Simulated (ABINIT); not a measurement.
# BaTe (Fm-3m): G0W0 in ABINIT against the bands in the self-energy, part 2 of 2

Wanted: the cheapest bands in the self-energy that holds the gap of BaTe (Fm-3m).

ABINIT 10.8.3; PBE and many-body steps on it, plane waves. Known limits of the many-body steps: not at the basis limit; exchange with frozen shells missing; no spin-orbit coupling; coarse k mesh.

So far. Step 2 (Screening, 2×2×2 mesh, 151 bands, screening to 176.9 eV): Local fields lower ε∞ by 17 %. On a Γ-centred mesh this coarse the value itself is usually too large, while a short band sum pulls it down.

The database entry behind the starting cell differs from later determinations by our own check (about 0.2 % short), so it need not match the best structure at ambient conditions.

## (5) 48 bands

Level of this step: G0W0 on PBE, plane waves, norm-conserving pseudopotentials (ABINIT).

The self-energy is evaluated for the states that the input lists, and the levels follow from it, in one-shot runs by the linearised quasiparticle equation.

Input file run.abi:

```
acell 3*1.0 Angstrom
rprim 
  -0.000000000000 3.493000000000 3.493000000000
  3.493000000000 -0.000000000000 3.493000000000
  3.493000000000 3.493000000000 -0.000000000000
ntypat 2
znucl 56 52
natom 2
typat 1 2
xred 
  0.000000000000 0.000000000000 0.000000000000
  0.500000000000 0.500000000000 0.500000000000
pp_dirpath "pseudos"
pseudos "Ba.upf, Te.upf"
ecut 34
ngkpt 2 2 2
nshiftk 1
shiftk 0 0 0
kptopt 1
chksymbreak 0
istwfk *1
occopt 1
irdwfk 1
optdriver 4
nband 48
gwcalctyp 0
ecutsigx 34
symsigma 1
nkptgw 2
kptgw 
  0.0000000000 0.0000000000 0.0000000000
  0.5000000000 0.5000000000 0.0000000000
bdgw 
  11 17
  12 15
ecuteps 6.5
irdscr 1
ppmodel 1
indata_prefix "in"
outdata_prefix "out"
tmpdata_prefix "tmp"
```

Launch:

```sh
$ OMP_NUM_THREADS=1 mpirun -n 4 abinit run.abi > log
```

What it wrote:

```text
.Version 10.8.3 of ABINIT. v10.8.2 released Aug 2026.

 Symmetries : space group Fm -3 m (#225); Bravais cF (face-center cubic)
[... echo of the input left out ...]
== DATASET  1 ==================================================================
-   mpi_nproc: 4, omp_nthreads: 1 (-1 if OMP is not activated)

--- !DatasetInfo
iteration_state: {dtset: 1, }
dimensions: {natom: 2, nkpt: 3, mband: 48, nsppol: 1, nspinor: 1, nspden: 1, mpw: 5577, }
cutoff_energies: {ecut:  34.0, pawecutdg:  -1.0, }
[...]
Band     E0 <VxcDFT>   SigX SigC(E0)      Z dSigC/dE  Sig(E)    E-E0       E
[...]
14   5.177  -7.544  -3.643  -3.238   0.819  -0.221  -7.001   0.542   5.719
       15   8.114 -10.441  -5.557  -3.357   0.814  -0.228  -9.197   1.244   9.357

== END DATASET(S) ==============================================================
================================================================================

 -outvars: echo values of variables after computation  --------
           etotal      0.0000000000E+00
            nband          48
             nkpt           3
          spgroup         225
 [... the other variables as echoed above ...]

 Calculation completed.
```

Elapsed: 13 s, on 4 MPI ranks of Arm Neoverse N1, shared host; peak memory 0.81 GiB.

This step gave:

```yaml
g0w0_gap_on_the_points_computed: 2.571 eV
starting_gap_on_the_mesh: 1.541 eV
k_of_the_valence_top: 0, 0, 0
k_of_the_conduction_bottom: 0.5, 0.5, 0
least_direct_g0w0_gap_on_the_computed_points: 2.957 eV
```

The gap on the mesh goes from 1.54 eV to 2.57 eV, a correction of +1.03 eV.

## (6) 94 bands

run.abi: that of step 5 with these lines changed.

```diff
@@ -24,3 +24,3 @@
 optdriver 4
-nband 48
+nband 94
 gwcalctyp 0
```

What it wrote:

```text
.Version 10.8.3 of ABINIT. v10.8.2 released Aug 2026.

 Symmetries : space group Fm -3 m (#225); Bravais cF (face-center cubic)
[... echo of the input left out ...]
== DATASET  1 ==================================================================
-   mpi_nproc: 4, omp_nthreads: 1 (-1 if OMP is not activated)

--- !DatasetInfo
iteration_state: {dtset: 1, }
dimensions: {natom: 2, nkpt: 3, mband: 94, nsppol: 1, nspinor: 1, nspden: 1, mpw: 5577, }
cutoff_energies: {ecut:  34.0, pawecutdg:  -1.0, }
[...]
Band     E0 <VxcDFT>   SigX SigC(E0)      Z dSigC/dE  Sig(E)    E-E0       E
[...]
14   5.177  -7.544  -3.643  -3.458   0.817  -0.224  -7.182   0.361   5.538
       15   8.114 -10.441  -5.557  -3.786   0.810  -0.235  -9.552   0.889   9.003

== END DATASET(S) ==============================================================
================================================================================

 -outvars: echo values of variables after computation  --------
           etotal      0.0000000000E+00
            nband          94
             nkpt           3
          spgroup         225
 [... the other variables as echoed above ...]

 Calculation completed.
```

The job ended after 21 s (4 MPI ranks; peak memory 0.86 GiB).

Numbers from this step:

| Quantity | Value |
| --- | --- |
| G0W0 gap on the points computed | 2.708 eV |
| starting gap on the mesh | 1.541 eV |
| k of the valence top | 0, 0, 0 |
| k of the conduction bottom | 0.5, 0.5, 0 |
| least direct G0W0 gap on the computed points | 3.08 eV |

Against the run before, the gap moves by +0.137 eV.

## (7) 151 bands

run.abi: that of step 6 with these lines changed.

```diff
@@ -24,3 +24,3 @@
 optdriver 4
-nband 94
+nband 151
 gwcalctyp 0
```

What it wrote:

```text
.Version 10.8.3 of ABINIT. v10.8.2 released Aug 2026.

 Symmetries : space group Fm -3 m (#225); Bravais cF (face-center cubic)
[... echo of the input left out ...]
== DATASET  1 ==================================================================
-   mpi_nproc: 4, omp_nthreads: 1 (-1 if OMP is not activated)

--- !DatasetInfo
iteration_state: {dtset: 1, }
dimensions: {natom: 2, nkpt: 3, mband: 151, nsppol: 1, nspinor: 1, nspden: 1, mpw: 5577, }
cutoff_energies: {ecut:  34.0, pawecutdg:  -1.0, }
[...]
Band     E0 <VxcDFT>   SigX SigC(E0)      Z dSigC/dE  Sig(E)    E-E0       E
[...]
14   5.177  -7.544  -3.643  -3.529   0.816  -0.225  -7.240   0.303   5.480
       15   8.114 -10.441  -5.557  -3.926   0.808  -0.237  -9.666   0.775   8.889

== END DATASET(S) ==============================================================
================================================================================

 -outvars: echo values of variables after computation  --------
           etotal      0.0000000000E+00
            nband         151
             nkpt           3
          spgroup         225
 [... the other variables as echoed above ...]

 Calculation completed.
```

The job ended after 29 s (4 MPI ranks; peak memory 0.99 GiB; 2 min of CPU time).

This step gave:

```
G0W0 gap on the points computed              : 2.762 eV
starting gap on the mesh                     : 1.541 eV
k of the valence top                         : 0, 0, 0
k of the conduction bottom                   : 0.5, 0.5, 0
least direct G0W0 gap on the computed points : 3.128 eV
```

Against the run before, the gap moves by +0.054 eV.

## (8) The runs together

Times are wall times on 4 MPI ranks of Arm Neoverse N1, shared host, good to a factor of about two. A run's time includes the screening step that it read.

```
      run   mesh  bands  screening cutoff (eV)  DFT gap (eV)  gap on the mesh (eV)  direct (eV)  ε∞ used  time
 21 bands  2×2×2     21                  176.9         1.541                 2.304        2.774    11.87  27 s
 25 bands  2×2×2     25                  176.9         1.541                 2.495        2.904    11.87  27 s
 48 bands  2×2×2     48                  176.9         1.541                 2.571        2.957    11.87  31 s
 94 bands  2×2×2     94                  176.9         1.541                 2.708        3.080    11.87  39 s
151 bands  2×2×2    151                  176.9         1.541                 2.762        3.128    11.87  48 s
```

## (9) Summary of results

```json
{"21 bands": "2.304 eV", "25 bands": "2.495 eV", "48 bands": "2.571 eV", "94 bands": "2.708 eV", "151 bands": "2.762 eV", "known limits": "not at the basis limit; exchange with frozen shells missing; no spin-orbit coupling; coarse k mesh"}
```

What this shows: The setting moved: bands in the self-energy. From 21 bands to 151 bands the gap moves by +0.46 eV. The last step still moves it by +0.054 eV. Bands and screening cutoff are coupled, so a series along one setting does not show full convergence. Bands and cutoff are finite, so the gap is not at the basis limit. The miss can reach some tenths of an eV and take either sign; the mesh is an error of its own. In the G0W0 runs levels were corrected at 2 k points alone, so a gap called «on the mesh» is the least over those, and an edge elsewhere would be missed. The 2×2×2 mesh is coarse for this cell, which bears on the long-range parts of exchange and screening. The norm-conserving file of at least one element keeps a d shell over frozen s and p shells of the same row. Exchange with those shells is missing from the self-energy, an error of 0.3 to 0.9 eV in cases checked, whose sign depends on which edge lies on those atoms. The many-body steps are scalar-relativistic: spin-orbit coupling is not in them.

[Paths, hosts, dates, memory and timing lines, banners, echoed tables and standing remarks are left out of the program output.]

[Logs are printed without paths, hosts, clocks, repeated set-up lines and the standing remarks that a program may print on its own settings, such as how far it seeks lower states.]

[Runs of the session that timed out or met a known fault of the program may be left out.]

[Hosts, paths, dates, database ids (printed as entryN), source tags and the programs' standing remarks are cut or masked in the printed files.]

[G0W0 gaps are taken among the corrected bands and points alone; a level outside them can change the order at an edge.]

[Where Ansatz stands beside ABINIT at settings called matched, ABINIT's density can come from a denser mesh and the files from another edition; pairs whose starting gaps differed by over 0.03 eV were left out, so agreement reads better than it is.]
